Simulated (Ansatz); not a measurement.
# Al4N5: the cost of one run

Computed with Ansatz 0.2.0 (DFT PBE, scalar-relativistic, plane waves, PAW, unless a step's input says otherwise).

3 further runs of the same task are left out: 3 set aside as unsound or not needed. Runs told in other sessions of the task aren't counted.

## (1) Starting point

The structure is trigonal, space group P3m1 (No. 156). Conventional cell: a = 3.130 Å, b = 3.130 Å, c = 25.062 Å, α = 90.00°, β = 90.00°, γ = 120.00°. N (site symmetry 3m) has 3 Al at 1.90 Å in its first shell of neighbours. Al (site symmetry 3m) is surrounded by 4 N at 1.90 to 1.91 Å. N (site symmetry 3m) is surrounded by 4 Al at 1.90 to 1.91 Å. Al (site symmetry 3m) is surrounded by 4 N at 1.90 to 1.97 Å. N (site symmetry 3m) has 4 Al at 1.87 to 1.97 Å in its first shell of neighbours. Al (site symmetry 3m) is surrounded by 4 N at 1.87 to 2.00 Å. N (site symmetry 3m) has 4 Al at 1.88 to 2.00 Å in its first shell of neighbours. Al (site symmetry 3m) is surrounded by 4 N at 1.37 to 1.88 Å. Only part of the 9 independent sites is listed.

Structure file:

```cif
data_structure
_symmetry_space_group_name_H-M 'P 1'
_symmetry_Int_Tables_number 1
_cell_length_a 3.1298
_cell_length_b 3.1298
_cell_length_c 25.0622
_cell_angle_alpha 90.000
_cell_angle_beta 90.000
_cell_angle_gamma 120.000
_cell_volume 212.60
loop_
_atom_site_label
_atom_site_type_symbol
_atom_site_fract_x
_atom_site_fract_y
_atom_site_fract_z
_atom_site_occupancy
N1 N 0.33333 0.66667 0.15960 1
Al1 Al 0.66667 0.33333 0.18332 1
N2 N 0.66667 0.33333 0.25970 1
Al2 Al 0.33333 0.66667 0.28341 1
N3 N 0.33333 0.66667 0.36206 1
Al3 Al 0.66667 0.33333 0.38142 1
N4 N 0.66667 0.33333 0.46105 1
Al4 Al 0.33333 0.66667 0.48129 1
N5 N 0.33333 0.66667 0.53595 1
```

This is the geometry of the first run shown, built on a cell relaxed beforehand with the same method.

## (2) Plan of the line

Atoms count from 1 in the order of the input.

N is moved along a line over the surface and along the normal, above a rigid substrate.

- position of N9 along the first surface vector, from above Al8: 6 values from 0.00 to 2.61 Å, periodic
- height of N9 above the plane of Al8: 8 values from 0.67 to 3.67 Å

Nothing else is relaxed. Points are written as (first, second).

## (3) Point (0.00 Å, 1.37 Å)

The cell repeats along c, and a dipole correction in the vacuum removes the field between the copies.

input.yaml reads:

```yaml
crystal:
  lattice:
    - [3.1297683445, 0.0, 0.0]
    - [-1.5648841723, 2.7104588943, 0.0]
    - [0.0, 0.0, 25.0621509606]
  atoms:
    - { symbol: "N", position: [0.3333333333, 0.6666666667, 0.1596032203] }
    - { symbol: Al, position: [0.6666666667, 0.3333333333, 0.1833176549] }
    - { symbol: "N", position: [0.6666666667, 0.3333333333, 0.2597004396] }
    - { symbol: Al, position: [0.3333333333, 0.6666666667, 0.2834148742] }
    - { symbol: "N", position: [0.3333333333, 0.6666666667, 0.3620561642] }
    - { symbol: Al, position: [0.6666666667, 0.3333333333, 0.3814237064] }
    - { symbol: "N", position: [0.6666666667, 0.3333333333, 0.4610505141] }
    - { symbol: Al, position: [0.3333333333, 0.6666666667, 0.4812895341] }
    - { symbol: "N", position: [0.3333333333, 0.6666666667, 0.5359536371], spin: 3.0 }
basis:
  ecutwfc: 420
kpoints:
  mp_grid: { grid: [9, 9, 1] }
hamiltonian:
  xc: pbe
  pseudopotentials: { kind: paw, azcp: { folder: soft_1 } }
scf:
  occupations: { method: gaussian, width: 0.05 }
output:
  forces: true
  eigenvalues: true
  populations: true
magnetization:
  spin_polarized: true
efield:
  axis: 3
  dipole_correction: true
  ramp_width: 0.04
```

Started as:

```sh
ansatz run input.yaml --threads 1 --pin off --max-ram 3072MiB --backend cpu --events-out ev --progress --plain --runs-dir out
```

**Question.** How long does this run take on 1 thread of Intel Xeon 6975P-C (Granite Rapids), shared host, and how much memory does it need?

About 29 s, with a peak of 0.47 GiB.
